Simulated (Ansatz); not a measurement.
TiC:

```
Ti C
1.0
     0.00000    2.16572    2.16572
     2.16572    0.00000    2.16572
     2.16572    2.16572    0.00000
Ti C
1 1
Direct
  0.00000 0.00000 0.00000
  0.50000 0.50000 0.50000
```

The cell is a database's computed one.

| Quantity | Value |
| --- | --- |
| Program | Ansatz 0.2.0 |
| Task | single point |
| Functional | PBEsol |
| Potentials or basis | all-electron LAPW, scalar-relativistic |
| Cutoff | 312 eV (chosen from the basis error) |
| Basis error allowed | 0.001 eV/atom |
| k mesh | 11 × 11 × 11 |
| Occupations | fermi-dirac, width 0.05 eV |
| Spin | no spin polarisation |

On this cell: pressure -6.7 GPa; largest force zero by symmetry; band gap on the k mesh none (metal or under the smearing width).

The same run follows on a disturbed copy (atoms moved at random, drawn with an rms of 0.05 Å):

```
Ti C
1.0
     0.00000    2.16572    2.16572
     2.16572    0.00000    2.16572
     2.16572    2.16572    0.00000
Ti C
1 1
Direct
  0.98208 0.02153 0.99282
  0.48439 0.50743 0.51417
```

Task: What does the disturbed cell give?

Result: The energy (extrapolated to zero smearing) moves by +8.3 meV/atom; pressure -6.3 GPa; largest force 0.550 eV/Å; band gap on the k mesh none (metal or under the smearing width).

Forces on the atoms (eV/Å):
```
Ti   0.147  0.473 -0.239
C   -0.147 -0.473  0.239
```

Stress tensor (GPa, compression positive):
```
-6.59 -0.13  0.07
-0.13 -5.91  0.21
 0.07  0.21 -6.46
```
